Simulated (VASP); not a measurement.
# ZnSiP2 (I-42d) in VASP: single point with PBE

Aim: the single point of ZnSiP2 with PBE.

All numbers are computed with VASP 6.6.1; they aren't measurements. Logs are shortened: lines on timing, memory, paths and dates and some standing lists are left out, and cuts for length are marked.

## Step 1: The crystal as given

Symmetry: I-42d, No. 122, tetragonal system. The conventional cell has a = 5.373 Å, b = 5.373 Å, c = 10.460 Å, α = 90.00°, β = 90.00°, γ = 90.00°. Around Zn (site symmetry -4) lie 4 P at 2.36 Å. Around Si (site symmetry -4) lie 4 P at 2.25 Å. Around P (site symmetry 2) lie 2 Si at 2.25 Å and 2 Zn at 2.36 Å.

The cell is a database's computed one.

## Step 2: Single point, PBE

INCAR

```
ALGO = Fast
EDIFF = 1E-6
ENCUT = 520
GGA = PE
ISIF = 2
ISMEAR = 0
LASPH = True
LCHARG = True
LELF = True
LREAL = False
LVHAR = True
LWAVE = False
NBANDS = 36
NELM = 100
PREC = Accurate
SIGMA = 0.1
```

KPOINTS

```
k-points
0
Gamma
  4 4 4
```

POSCAR

```
ZnSiP2
1.0
   -2.6867030000      2.6867030000      5.2300310000
    2.6867030000     -2.6867030000      5.2300310000
    2.6867030000      2.6867030000     -5.2300310000
Zn Si P
2 2 4
Direct
    0.0000000000      0.0000000000      0.0000000000
    0.7500000000      0.2500000000      0.5000000000
    0.5000000000      0.5000000000      0.0000000000
    0.2500000000      0.7500000000      0.5000000000
    0.3750000000      0.3923010000      0.5173010000
    0.8750000000      0.8576990000      0.4826990000
    0.6076990000      0.1250000000      0.9826990000
    0.1423010000      0.6250000000      0.0173010000
```

Potentials or basis: VASP PAW PBE potentials, release 64 (Zn, Si, P).

Run with:

```bash
cat potpaw_PBE.64/Zn/POTCAR potpaw_PBE.64/Si/POTCAR potpaw_PBE.64/P/POTCAR > POTCAR
mpirun -np 1 vasp_std > vasp.out
```

OUTCAR:

```text
EDIFF = 1E-6
   ENCUT = 520
   GGA = PE
   ISIF = 2
   ISMEAR = 0
   LASPH = True
   LREAL = False
   NELM = 100
   PREC = Accurate

 ion  position               nearest neighbor table
   1  0.000  0.000  0.000-   5 2.36   7 2.36   8 2.36   6 2.36
   2  0.750  0.250  0.500-   8 2.36   5 2.36   6 2.36   7 2.36
   3  0.500  0.500  0.000-   5 2.25   6 2.25   7 2.25   8 2.25
   4  0.250  0.750  0.500-   5 2.25   6 2.25   7 2.25   8 2.25
   5  0.375  0.392  0.517-   3 2.25   4 2.25   2 2.36   1 2.36
   6  0.875  0.858  0.483-   3 2.25   4 2.25   1 2.36   2 2.36
   7  0.608  0.125  0.983-   3 2.25   4 2.25   2 2.36   1 2.36
   8  0.142  0.625  0.017-   3 2.25   4 2.25   1 2.36   2 2.36

  LATTYP: Found a body centered tetragonal cell.
 ALAT       =     5.3734060000
 C/A-ratio  =     1.9466353371

  Lattice vectors:

 A1 = (  -2.6867030000,   2.6867030000,   5.2300310000)
 A2 = (   2.6867030000,  -2.6867030000,   5.2300310000)
 A3 = (   2.6867030000,   2.6867030000,  -5.2300310000)

Analysis of symmetry for initial positions (statically):
=====================================================================
 Subroutine PRICEL returns:
 Original cell was already a primitive cell.

 Routine SETGRP: Setting up the symmetry group for a
 body centered tetragonal supercell.

 Subroutine GETGRP returns: Found  8 space group operations
 (whereof  4 operations were pure point group operations)
 out of a pool of 16 trial point group operations.

The static configuration has the point symmetry S_4 .
 The point group associated with its full space group is D_2d.

Analysis of symmetry for dynamics (positions and initial velocities):
=====================================================================
 Subroutine PRICEL returns:
 Original cell was already a primitive cell.

 Routine SETGRP: Setting up the symmetry group for a
 body centered tetragonal supercell.

 Subroutine GETGRP returns: Found  8 space group operations
 (whereof  4 operations were pure point group operations)
 out of a pool of 16 trial point group operations.

The dynamic configuration has the point symmetry S_4 .
 The point group associated with its full space group is D_2d.

 Subroutine INISYM returns: Found  8 space group operations
 (whereof  4 operations are pure point group operations),
 and found     1 'primitive' translations

[... 96 lines left out ...]
   EDIFFG = 0.1E-04   stopping-criterion for IOM
   NSW    =      0    number of steps for IOM
   IBRION =     -1    ionic relax: 0-MD 1-quasi-New 2-CG
   NFREE  =      0    steps in history (QN), initial steepest desc. (CG)
   ISIF   =      2    stress and relaxation
   ISYM   =      2    0-nonsym 1-usesym 2-fastsym
   POTIM  = 0.5000    time-step for ionic-motion
   TEBEG  =    0.0;   TEEND  =   0.0 temperature during run
   PSTRESS=    0.0 pullay stress
   NELECT =      52.0000    total number of electrons
   NUPDOWN=      -1.0000    fix difference up-down
   EMIN   =  10.00;   EMAX   =-10.00  energy-range for DOS
   EFERMI =   0.00;   METHOD = LEGACY
   ISMEAR =     0;   SIGMA  =   0.10  broadening in eV -4-tet -1-fermi 0-gaus
   EFERMI_NEDOS =   21; number of points for ismear=-14 and -15
   IALGO  =     68    algorithm
   IMIX   =      4    mixing-type and parameters
     AMIX     =   0.40;   BMIX     =  1.00
     AMIX_MAG =   1.60;   BMIX_MAG =  1.00
  volume/ion in A,a.u.               =      18.88       127.38
  Fermi-wavevector in a.u.,A,eV,Ry     =   1.147470  2.168404 17.914626  1.316688
  Thomas-Fermi vector in A             =   2.284150
   LORBIT       =      0    0 simple, 1 ext, 2 COOP (PROOUT), +10 PAW based schemes
   GGA     = PE    functional components
   LHFCALC =     F    Hartree Fock is set to
   AEXX    =    0.0000 exact exchange contribution
   IVDW    =     0    specifies the selected vdW correction
   LEPSILON=     F    determine dielectric tensor
   LRPA    =     F    only Hartree local field effects (RPA)
 non-spin polarized calculation
 RMM-DIIS sequential band-by-band and
 Gauss-broadening in eV      SIGMA  =   0.10
  energy-cutoff  :      520.00
  volume of cell :      151.01
 maximum number of plane-waves:      4082
   NGX = 25   NGY = 25   NGZ = 25

 number of electron      52.0000018 magnetization

 Free energy of the ion-electron system (eV)
  ---------------------------------------------------
  ext. energy  EPLUGINS =         0.00000000
  ---------------------------------------------------
  free energy    TOTEN  =       -37.17556412 eV

  energy without entropy =      -37.17556412  energy(sigma->0) =      -37.17556412

 E-fermi :   5.0719     XC(G=0):  -9.8097

 val. band max:        4.6474315830   @ k =   0.0000   0.0000   0.0000
 cond. band min:       5.9633210535   @ k =   0.0000   0.0000   0.0000
 fundamental gap:      1.3158894705
 Fermi energy:         5.0718960004

 k-point     1 :       0.0000    0.0000    0.0000
  band No.  band energies     occupation
      1      -8.4111      2.00000
      2      -5.4685      2.00000
      3      -5.4600      2.00000
      4      -5.4600      2.00000
      5      -3.9512      2.00000
      6      -2.1567      2.00000
[... 496 lines left out ...]
     35      11.0854      0.00000
     36      11.0975      0.00000

------------------------ aborting loop because EDIFF is reached ----------------------------------------

  FORCE on cell =-STRESS in cart. coord.  units (eV):
  Direction    XX          YY          ZZ          XY          YZ          ZX
  --------------------------------------------------------------------------------------
  -------------------------------------------------------------------------------------
  Total        2.1564292      2.1564292      2.0443311      0.0000000     -0.0000000      0.0000000
  in kB       22.8792724     22.8792724     21.6899343      0.0000000     -0.0000000      0.0000000
  external PRESSURE =      22.4828264 kB  Pullay stress =       0.0000000 kB

 VOLUME and BASIS-vectors are now :
 -----------------------------------------------------------------------------
  energy-cutoff  :      520.00
  volume of cell :      151.01
      direct lattice vectors                 reciprocal lattice vectors
    -2.686703000  2.686703000  5.230031000     0.000000000  0.186101702  0.095601728
     2.686703000 -2.686703000  5.230031000     0.186101702  0.000000000  0.095601728
     2.686703000  2.686703000 -5.230031000     0.186101702  0.186101702  0.000000000

 POSITION                                       TOTAL-FORCE (eV/Angst)
 -----------------------------------------------------------------------------------
      0.00000      0.00000      0.00000         0.000000      0.000000     -0.000000
     -0.00000      2.68670      2.61502         0.000000      0.000000      0.000000
      0.00000      0.00000      5.23003         0.000000     -0.000000     -0.000000
      2.68670     -0.00000      2.61502         0.000000      0.000000     -0.000000
      1.43632      1.34335      1.30751        -0.016981      0.000000     -0.000000
      1.25039      1.34335      6.53754         0.016981      0.000000     -0.000000
      1.34335      3.93709     -1.30751         0.000000      0.016981     -0.000000
      1.34335     -1.25039      3.92252         0.000000     -0.016981     -0.000000
 -----------------------------------------------------------------------------------
    total drift:                                0.000003      0.000003     -0.000006

  FREE ENERGIE OF THE ION-ELECTRON SYSTEM (eV)
  ---------------------------------------------------
  free  energy   TOTEN  =       -37.1755641180 eV

  energy  without entropy=      -37.1755641180  energy(sigma->0) =      -37.17556412
```

Run time: 97 s. Hardware: 1 thread of Intel Xeon Platinum 8488C (Sapphire Rapids), shared host; peak memory 0.35 GiB.

What came out:

* Free energy: -37.1756 eV
* Pressure: 2.2 GPa
* Largest force: 0.017 eV/Å
* Band gap on the k mesh: 1.32 eV, direct

Forces in eV/Å, atoms in the order of the input:
```
Zn   0.000  0.000  0.000
Zn   0.000  0.000  0.000
Si   0.000  0.000  0.000
Si   0.000  0.000  0.000
P   -0.017  0.000  0.000
P    0.017  0.000  0.000
P    0.000  0.017  0.000
P    0.000 -0.017  0.000
```

A k mesh can miss the band edges. Expect the measured gap to be larger: semilocal functionals such as PBE lack the derivative discontinuity.
